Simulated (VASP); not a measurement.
# Al (Fm-3m) in VASP: density of states with PBE

Aim: the density of states of Al with PBE.

Everything below comes from runs of VASP 6.6.1. Logs are shortened: lines on timing, memory, paths and dates and some standing lists are left out, and cuts for length are marked.

## 1. The crystal as given

It takes space group Fm-3m (No. 225, cubic). Conventional cell: a = 4.053 Å, b = 4.053 Å, c = 4.053 Å, α = 90.00°, β = 90.00°, γ = 90.00°. Al (site symmetry m-3m) is surrounded by 12 Al at 2.87 Å.

## 2. Density of states, PBE

The input, POSCAR:

```
Al                                      
1.0
    0.0000000000      2.0262837810      2.0262837810
    2.0262837810      0.0000000000      2.0262837810
    2.0262837810      2.0262837810      0.0000000000
  Al            
     1
Direct
     0.0000000000000000    0.0000000000000000    0.0000000000000000
```

The input, INCAR.step1:

```
SYSTEM = Al
  ALGO = Fast
  EDIFF = 1E-7
  ENCUT = 520
  GGA = PE
  ISIF = 2
  ISMEAR = 0
  LASPH = .True.
  LCHARG = .True.
  LREAL = .False.
  LWAVE = .False.
  NELM = 100
  PREC = Accurate
  SIGMA = 1.0
```

The input, KPOINTS.step1:

```
k-points
0
Gamma
  18 18 18
  0 0 0
```

The input, INCAR.step2:

```
SYSTEM = Al
  ALGO = Fast
  EDIFF = 1E-7
  ENCUT = 520
  GGA = PE
  ICHARG = 11
  ISIF = 2
  ISMEAR = -5
  LASPH = .True.
  LCHARG = .False.
  LORBIT = 11
  LREAL = .False.
  LWAVE = .False.
  NEDOS = 1001
  NELM = 100
  PREC = Accurate
  SIGMA = 1.0
```

The input, KPOINTS.step2:

```
k-points
0
Gamma
  27 27 27
  0 0 0
```

Potentials or basis: VASP PAW PBE potentials, release 64 (Al).

On the command line:

```sh
$ cat potpaw_PBE.64/Al/POTCAR > POTCAR
$ cp INCAR.step1 INCAR
$ cp KPOINTS.step1 KPOINTS
$ mpirun -np 1 vasp_std > vasp.out
$ cp INCAR.step2 INCAR
$ cp KPOINTS.step2 KPOINTS
$ mpirun -np 1 vasp_std > vasp.out
```

OUTCAR:

```text
SYSTEM = Al
   EDIFF = 1E-7
   ENCUT = 520
   GGA = PE
   ICHARG = 11
   ISIF = 2
   ISMEAR = -5
   LASPH = .True.
   LORBIT = 11
   LREAL = .False.
   NELM = 100
   PREC = Accurate

 ion  position               nearest neighbor table
   1  0.000  0.000  0.000-

  LATTYP: Found a face centered cubic cell.
 ALAT       =     4.0525675620

  Lattice vectors:

 A1 = (   0.0000000000,   2.0262837810,   2.0262837810)
 A2 = (   2.0262837810,   0.0000000000,   2.0262837810)
 A3 = (   2.0262837810,   2.0262837810,   0.0000000000)

Analysis of symmetry for initial positions (statically):
=====================================================================
 Subroutine PRICEL returns:
 Original cell was already a primitive cell.

 Routine SETGRP: Setting up the symmetry group for a
 face centered cubic supercell.

 Subroutine GETGRP returns: Found 48 space group operations
 (whereof 48 operations were pure point group operations)
 out of a pool of 48 trial point group operations.

The static configuration has the point symmetry O_h .

Analysis of symmetry for dynamics (positions and initial velocities):
=====================================================================
 Subroutine PRICEL returns:
 Original cell was already a primitive cell.

 Routine SETGRP: Setting up the symmetry group for a
 face centered cubic supercell.

 Subroutine GETGRP returns: Found 48 space group operations
 (whereof 48 operations were pure point group operations)
 out of a pool of 48 trial point group operations.

The dynamic configuration has the point symmetry O_h .

 Subroutine INISYM returns: Found 48 space group operations
 (whereof 48 operations are pure point group operations),
 and found     1 'primitive' translations

----------------------------------------------------------------------------------------

                                     Primitive cell

  volume of cell :      16.6391

  direct lattice vectors                    reciprocal lattice vectors
     0.000000000  2.026283781  2.026283781    -0.246757145  0.246757145  0.246757145
     2.026283781  0.000000000  2.026283781     0.246757145 -0.246757145  0.246757145
     2.026283781  2.026283781  0.000000000     0.246757145  0.246757145 -0.246757145

  length of vectors
     2.865598004  2.865598004  2.865598004     0.427395912  0.427395912  0.427395912

  position of ions in fractional coordinates (direct lattice)
     0.000000000  0.000000000  0.000000000

  ion indices of the primitive-cell ions
   primitive index   ion index
                 1           1

----------------------------------------------------------------------------------------

 KPOINTS: k-points

Automatic generation of k-mesh.
 Grid dimensions read from file:
 generate k-points for:   27   27   27

 Generating k-lattice:

  Cartesian coordinates                     Fractional coordinates (reciprocal lattice)
    -0.009139154  0.009139154  0.009139154     0.037037037  0.000000000  0.000000000
     0.009139154 -0.009139154  0.009139154     0.000000000  0.037037037  0.000000000
     0.009139154  0.009139154 -0.009139154     0.000000000  0.000000000  0.037037037

  Length of vectors
     0.015829478  0.015829478  0.015829478

  Shift w.r.t. Gamma in fractional coordinates (k-lattice)
     0.000000000  0.000000000  0.000000000

 TETIRR: Found   2653 inequivalent tetrahedra from   118098

 Subroutine IBZKPT returns following result:
 ===========================================

 Found    560 irreducible k-points:

 Following reciprocal coordinates:
            Coordinates               Weight
  0.000000  0.000000  0.000000      1.000000
  0.037037  0.000000  0.000000      8.000000
  0.074074  0.000000  0.000000      8.000000
  0.111111  0.000000  0.000000      8.000000
  0.148148  0.000000  0.000000      8.000000
  0.185185  0.000000  0.000000      8.000000
[... 16 lines left out ...]
  0.333333  0.037037  0.000000     24.000000
  0.370370  0.037037  0.000000     24.000000
 [... further k-points ...]
   k-points           NKPTS =    560   k-points in BZ     NKDIM =    560   number of bands    NBANDS=      5
   number of dos      NEDOS =   1001   number of ions     NIONS =      1
   total plane-waves  NPLWV =  13824
   dimension x,y,z NGX =    24 NGY =   24 NGZ =   24
   dimension x,y,z NGXF=    48 NGYF=   48 NGZF=   48
   ions per type =               1
   NGX,Y,Z   is equivalent  to a cutoff of  13.92, 13.92, 13.92 a.u.
   NGXF,Y,Z  is equivalent  to a cutoff of  27.85, 27.85, 27.85 a.u.
 SYSTEM =  Al
   PREC   = accura    normal or accurate (medium, high low for compatibility)
   ISTART =      0    job   : 0-new  1-cont  2-samecut
   ICHARG =     11    charge: 1-file 2-atom 10-const
   ISPIN  =      1    spin polarized calculation?
   LNONCOLLINEAR =      F non collinear calculations
   LSORBIT =      F    spin-orbit coupling
   LASPH  =      T    aspherical Exc in radial PAW
   ENCUT  =  520.0 eV  38.22 Ry    6.18 a.u.   5.33  5.33  5.33*2*pi/ulx,y,z
   NELM   =    100;   NELMIN=  2; NELMDL=  0     # of ELM steps
   EDIFF  = 0.1E-06   stopping-criterion for ELM
   LREAL  =      F    real-space projection
   EDIFFG = 0.1E-05   stopping-criterion for IOM
   NSW    =      0    number of steps for IOM
   IBRION =     -1    ionic relax: 0-MD 1-quasi-New 2-CG
   NFREE  =      0    steps in history (QN), initial steepest desc. (CG)
   ISIF   =      2    stress and relaxation
   ISYM   =      2    0-nonsym 1-usesym 2-fastsym
   POTIM  = 0.5000    time-step for ionic-motion
   TEBEG  =    0.0;   TEEND  =   0.0 temperature during run
   PSTRESS=    0.0 pullay stress
   NELECT =       3.0000    total number of electrons
   NUPDOWN=      -1.0000    fix difference up-down
   EMIN   =  10.00;   EMAX   =-10.00  energy-range for DOS
   EFERMI =   0.00;   METHOD = LEGACY
   ISMEAR =    -5;   SIGMA  =   1.00  broadening in eV -4-tet -1-fermi 0-gaus
   EFERMI_NEDOS =   21; number of points for ismear=-14 and -15
   IALGO  =     68    algorithm
   IMIX   =      4    mixing-type and parameters
     AMIX     =   0.40;   BMIX     =  1.00
     AMIX_MAG =   1.60;   BMIX_MAG =  1.00
  volume/ion in A,a.u.               =      16.64       112.29
  Fermi-wavevector in a.u.,A,eV,Ry     =   0.924851  1.747714 11.637728  0.855349
  Thomas-Fermi vector in A             =   2.050641
   LORBIT       =     11    0 simple, 1 ext, 2 COOP (PROOUT), +10 PAW based schemes
   GGA     = PE    functional components
   LHFCALC =     F    Hartree Fock is set to
   AEXX    =    0.0000 exact exchange contribution
   IVDW    =     0    specifies the selected vdW correction
   LEPSILON=     F    determine dielectric tensor
   LRPA    =     F    only Hartree local field effects (RPA)
 non-spin polarized calculation
 RMM-DIIS sequential band-by-band and
 Fermi weights with tetrahedron method with Bloechl corrections
  energy-cutoff  :      520.00
  volume of cell :       16.64
 maximum number of plane-waves:       460
 NGX is ok and might be reduce to    24

 number of electron       3.0000000 magnetization

 Free energy of the ion-electron system (eV)
  ---------------------------------------------------
  ext. energy  EPLUGINS =         0.00000000
  ---------------------------------------------------
  free energy    TOTEN  =        -3.74607095 eV

  energy without entropy =       -3.74607095  energy(sigma->0) =       -3.74607095

 E-fermi :   7.9319     XC(G=0): -10.1662

 val. band max:        7.9203171566   @ k =  -0.4444   0.3333   0.1111
 cond. band min:       7.8565837564   @ k =  -0.2963   0.4815   0.1852
 fundamental gap:     -0.0637334002
 Fermi energy:         7.9319156783

 k-point     1 :       0.0000    0.0000    0.0000
  band No.  band energies     occupation
      1      -3.1638      2.00000
      2      20.4855      0.00000
      3      20.4855      0.00000
      4      20.4855      0.00000
      5      21.9144      0.00000

 k-point     2 :       0.0370    0.0000    0.0000
  band No.  band energies     occupation
      1      -3.1267      2.00000
      2      19.6449      0.00000
      3      20.3224      0.00000
      4      20.3224      0.00000
      5      22.1385      0.00000

 k-point     3 :       0.0741    0.0000    0.0000
  band No.  band energies     occupation
      1      -3.0155      2.00000
      2      18.2384      0.00000
      3      19.9929      0.00000
      4      19.9931      0.00000
      5      22.6334      0.00000

 k-point     4 :       0.1111    0.0000    0.0000
  band No.  band energies     occupation
      1      -2.8303      2.00000
      2      16.7489      0.00000
      3      19.6488      0.00000
      4      19.6489      0.00000
      5      22.5771      0.00000

 k-point     5 :       0.1481    0.0000    0.0000
  band No.  band energies     occupation
      1      -2.5714      2.00000
      2      15.2584      0.00000
      3      19.3388      0.00000
      4      19.3388      0.00000
      5      22.4766      0.00000

 k-point     6 :       0.1852    0.0000    0.0000
  band No.  band energies     occupation
      1      -2.2394      2.00000
      2      13.7948      0.00000
      3      19.0786      0.00000
      4      19.0786      0.00000
      5      22.3570      0.00000

 k-point     7 :       0.2222    0.0000    0.0000
  band No.  band energies     occupation
      1      -1.8345      2.00000
      2      12.3715      0.00000
      3      18.8744      0.00000
      4      18.8744      0.00000
      5      22.2498      0.00000

 k-point     8 :       0.2593    0.0000    0.0000
  band No.  band energies     occupation
      1      -1.3575      2.00000
      2      10.9958      0.00000
      3      18.7290      0.00000
      4      18.7290      0.00000
      5      22.1815      0.00000

 k-point     9 :       0.2963    0.0000    0.0000
  band No.  band energies     occupation
      1      -0.8090      2.00000
      2       9.6727      0.00000
      3      18.6441      0.00000
      4      18.6441      0.00000
      5      21.7909      0.00000

 k-point    10 :       0.3333    0.0000    0.0000
  band No.  band energies     occupation
      1      -0.1899      2.00000
      2       8.4055      0.03074
      3      18.6203      0.00000
      4      18.6203      0.00000
      5      21.2036      0.00000

 k-point    11 :       0.3704    0.0000    0.0000
  band No.  band energies     occupation
      1       0.4990      2.00000
      2       7.1968      2.15040
      3      18.6583      0.00000
      4      18.6583      0.00000
      5      20.6720      0.00000

 k-point    12 :       0.4074    0.0000    0.0000
  band No.  band energies     occupation
      1       1.2565      2.00000
      2       6.0485      2.00000
      3      18.7582      0.00000
      4      18.7582      0.00000
      5      20.1997      0.00000

 k-point    13 :       0.4444    0.0000    0.0000
  band No.  band energies     occupation
      1       2.0814      2.00000
      2       4.9630      2.00000
      3      18.9198      0.00000
      4      18.9199      0.00000
      5      19.7890      0.00000

 k-point    14 :       0.4815    0.0000    0.0000
  band No.  band energies     occupation
      1       2.9681      2.00000
      2       3.9458      2.00000
      3      19.1395      0.00000
      4      19.1523      0.00000
      5      19.4446      0.00000

 k-point    15 :       0.0370    0.0370    0.0000
  band No.  band energies     occupation
      1      -3.1143      2.00000
      2      19.9023      0.00000
      3      19.9023      0.00000
      4      20.1096      0.00000
      5      21.7920      0.00000

 k-point    16 :       0.0741    0.0370    0.0000
  band No.  band energies     occupation
      1      -3.0278      2.00000
      2      18.7117      0.00000
      3      19.4709      0.00000
      4      20.1305      0.00000
      5      21.8605      0.00000

 k-point    17 :       0.1111    0.0370    0.0000
  band No.  band energies     occupation
      1      -2.8673      2.00000
      2      17.2557      0.00000
      3      19.0747      0.00000
      4      19.9784      0.00000
      5      22.2628      0.00000

 k-point    18 :       0.1481    0.0370    0.0000
  band No.  band energies     occupation
      1      -2.6330      2.00000
      2      15.7704      0.00000
      3      18.7289      0.00000
      4      19.7340      0.00000
      5      22.7341      0.00000

 k-point    19 :       0.1852    0.0370    0.0000
  band No.  band energies     occupation
      1      -2.3254      2.00000
      2      14.3009      0.00000
      3      18.4395      0.00000
      4      19.4917      0.00000
      5      22.7346      0.00000

 k-point    20 :       0.2222    0.0370    0.0000
  band No.  band energies     occupation
      1      -1.9448      2.00000
      2      12.8661      0.00000
      3      18.2093      0.00000
      4      19.2861      0.00000
      5      22.3927      0.00000

 k-point    21 :       0.2593    0.0370    0.0000
  band No.  band energies     occupation
      1      -1.4918      2.00000
      2      11.4758      0.00000
      3      18.0397      0.00000
      4      19.1308      0.00000
      5      21.6656      0.00000

 k-point    22 :       0.2963    0.0370    0.0000
  band No.  band energies     occupation
      1      -0.9672      2.00000
      2      10.1361      0.00000
      3      17.9315      0.00000
      4      19.0319      0.00000
      5      21.0059      0.00000

 k-point    23 :       0.3333    0.0370    0.0000
  band No.  band energies     occupation
      1      -0.3717      2.00000
      2       8.8508     -0.07018
      3      17.8853      0.00000
      4      18.9924      0.00000
      5      20.3921      0.00000

 k-point    24 :       0.3704    0.0370    0.0000
  band No.  band energies     occupation
      1       0.2939      2.00000
      2       7.6230      1.62926
      3      17.9013      0.00000
      4      19.0140      0.00000
      5      19.8338      0.00000

 [... further k-points ...]

------------------------ aborting loop because EDIFF is reached ----------------------------------------

  FORCE on cell =-STRESS in cart. coord.  units (eV):
  Direction    XX          YY          ZZ          XY          YZ          ZX
  --------------------------------------------------------------------------------------
  -------------------------------------------------------------------------------------
  Total       -0.0909633     -0.0909633     -0.0909633     -0.0000000     -0.0000000      0.0000000
  in kB       -8.7588322     -8.7588322     -8.7588322     -0.0000000     -0.0000000      0.0000000
  external PRESSURE =      -8.7588322 kB  Pullay stress =       0.0000000 kB

 VOLUME and BASIS-vectors are now :
 -----------------------------------------------------------------------------
  energy-cutoff  :      520.00
  volume of cell :       16.64
      direct lattice vectors                 reciprocal lattice vectors
     0.000000000  2.026283781  2.026283781    -0.246757145  0.246757145  0.246757145
     2.026283781  0.000000000  2.026283781     0.246757145 -0.246757145  0.246757145
     2.026283781  2.026283781  0.000000000     0.246757145  0.246757145 -0.246757145

 POSITION                                       TOTAL-FORCE (eV/Angst)
 -----------------------------------------------------------------------------------
      0.00000      0.00000      0.00000         0.000000      0.000000      0.000000
 -----------------------------------------------------------------------------------
    total drift:                                0.000000     -0.000000     -0.000000

  FREE ENERGIE OF THE ION-ELECTRON SYSTEM (eV)
  ---------------------------------------------------
  free  energy   TOTEN  =        -3.7460709543 eV

  energy  without entropy=       -3.7460709543  energy(sigma->0) =       -3.74607095

 total charge

# of ion       s       p       d       tot
------------------------------------------
    1        0.428   0.336   0.000   0.764
```

It took 18 s on 1 thread of Intel Xeon Platinum 8488C (Sapphire Rapids), shared host; peak memory 0.16 GiB.

Results:

| Item | Value |
| --- | --- |
| Valence electrons inside the program's atomic spheres | Al 0.76 |

States per cell in windows of 1 eV (zero at the Fermi level; states under -8 eV left out):
| from (eV) | total | Al1_p | Al1_s | Al1_d |
| --- | --- | --- | --- | --- |
| -8.0 | 0.23 | 0.02 | 0.05 | 0.00 |
| -7.0 | 0.25 | 0.02 | 0.05 | 0.00 |
| -6.0 | 0.29 | 0.03 | 0.05 | 0.00 |
| -5.0 | 0.31 | 0.04 | 0.04 | 0.00 |
| -4.0 | 0.36 | 0.05 | 0.04 | 0.00 |
| -3.0 | 0.38 | 0.06 | 0.04 | 0.00 |
| -2.0 | 0.35 | 0.05 | 0.03 | 0.00 |
| -1.0 | 0.40 | 0.06 | 0.04 | 0.00 |
| 0.0 | 0.43 | 0.06 | 0.04 | 0.00 |
| 1.0 | 0.42 | 0.06 | 0.04 | 0.00 |
| 2.0 | 0.47 | 0.07 | 0.05 | 0.00 |
| 3.0 | 0.49 | 0.08 | 0.05 | 0.00 |
| 4.0 | 0.50 | 0.09 | 0.04 | 0.00 |
| 5.0 | 0.59 | 0.12 | 0.04 | 0.00 |
| 6.0 | 0.53 | 0.11 | 0.03 | 0.00 |
| 7.0 | 0.54 | 0.11 | 0.02 | 0.00 |

Caveat: tetrahedron occupations give inexact forces and stress in metals.
